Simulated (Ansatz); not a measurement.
# NbN: the cost of one run

Program: Ansatz 0.2.0. Level of theory: DFT PBE+U (U_eff = 8 eV on Nb d), plane waves, PAW. These are calculated values, not measurements.

## 1. The starting structure

The structure is cubic, space group Fm-3m (No. 225). The conventional cell has a = 4.389 Å, b = 4.389 Å, c = 4.389 Å, α = 90.00°, β = 90.00°, γ = 90.00°. Nb (site symmetry m-3m) is surrounded by 6 N at 2.19 Å. N (site symmetry m-3m) has 6 Nb at 2.19 Å as nearest neighbours.

Structure file:

```xyz
4
Lattice="0.0000 2.1945 2.1945 4.3890 2.1945 2.1945 4.3890 4.3890 0.0000" Properties=species:S:1:pos:R:3 pbc="T T T"
Nb    2.1945    2.1945    2.1945
N     0.0000    0.0000    0.0000
Nb    4.3890    4.3890    2.1945
N     2.1945    2.1945    0.0000
```

Magnetic order typed: antiferromagnetic, doubled cell 0 1/2 1/2.

An earlier series on this cell reached its lowest free state from «from atoms, default search», perhaps among other starts.

## 2. Random orbitals: single harmonics, second filling

input.yaml

```yaml
crystal:
  lattice:
    - [0.0, 2.19450073, 2.19450073]
    - [4.38900146, 2.19450073, 2.19450073]
    - [4.38900146, 4.38900146, 0.0]
  atoms:
    - { symbol: Nb, position: [0.5, 0.5, 0.0], spin: 0.3 }
    - { symbol: "N", position: [0.0, 0.0, 0.0] }
    - { symbol: Nb, position: [0.5, 0.5, 0.5], spin: -0.3 }
    - { symbol: "N", position: [0.0, 0.0, 0.5] }
basis:
  ecutwfc: 420
  ecutrho_ratio: 4
kpoints:
  mp_grid: { grid: [7, 7, 7] }
hamiltonian:
  xc: pbe
  hubbard:
    sites:
      - { site: 0, l: d, u_eff: 8.0, starting_ns: [{ spin: up, occupation_matrix: s0up }, { spin: down, occupation_matrix: s0down }] }
      - { site: 2, l: d, u_eff: 8.0, starting_ns: [{ spin: up, occupation_matrix: s2up }, { spin: down, occupation_matrix: s2down }] }
    occupation_matrices:
      s0up:
        matrix:
          - [0.97, 0.0, 0.0, 0.0, 0.0]
          - [0.0, 0.02, 0.0, 0.0, 0.0]
          - [0.0, 0.0, 0.02, 0.0, 0.0]
          - [0.0, 0.0, 0.0, 0.02, 0.0]
          - [0.0, 0.0, 0.0, 0.0, 0.02]
      s0down:
        matrix:
          - [0.02, 0.0, 0.0, 0.0, 0.0]
          - [0.0, 0.97, 0.0, 0.0, 0.0]
          - [0.0, 0.0, 0.02, 0.0, 0.0]
          - [0.0, 0.0, 0.0, 0.02, 0.0]
          - [0.0, 0.0, 0.0, 0.0, 0.02]
      s2up:
        matrix:
          - [0.02, 0.0, 0.0, 0.0, 0.0]
          - [0.0, 0.02, 0.0, 0.0, 0.0]
          - [0.0, 0.0, 0.97, 0.0, 0.0]
          - [0.0, 0.0, 0.0, 0.02, 0.0]
          - [0.0, 0.0, 0.0, 0.0, 0.02]
      s2down:
        matrix:
          - [0.02, 0.0, 0.0, 0.0, 0.0]
          - [0.0, 0.02, 0.0, 0.0, 0.0]
          - [0.0, 0.0, 0.97, 0.0, 0.0]
          - [0.0, 0.0, 0.0, 0.02, 0.0]
          - [0.0, 0.0, 0.0, 0.0, 0.02]
    ns_hold: { iters: 12 }
scf:
  occupations: { method: gaussian, width: 0.05 }
  lower_state_search: "off"
  max_iter: 150
output:
  forces: true
  stress: true
  eigenvalues: true
  populations: true
  hubbard: { sites: [{ site: 0, l: d }, { site: 2, l: d }] }
magnetization:
  spin_polarized: true
```

The typed matrices put 0.97 on the chosen orbitals and 0.02 on the others, and are held for 12 cycles.

Run with:

```
ansatz run input.yaml --threads 2 --pin off --max-ram 3072MiB --backend cpu --events-out ev --progress --plain --runs-dir out
```

Q: Estimate wall time and peak memory on 2 threads of Intel Xeon 6975P-C (Granite Rapids), shared host.

About 24 s, with a peak of 0.65 GiB.
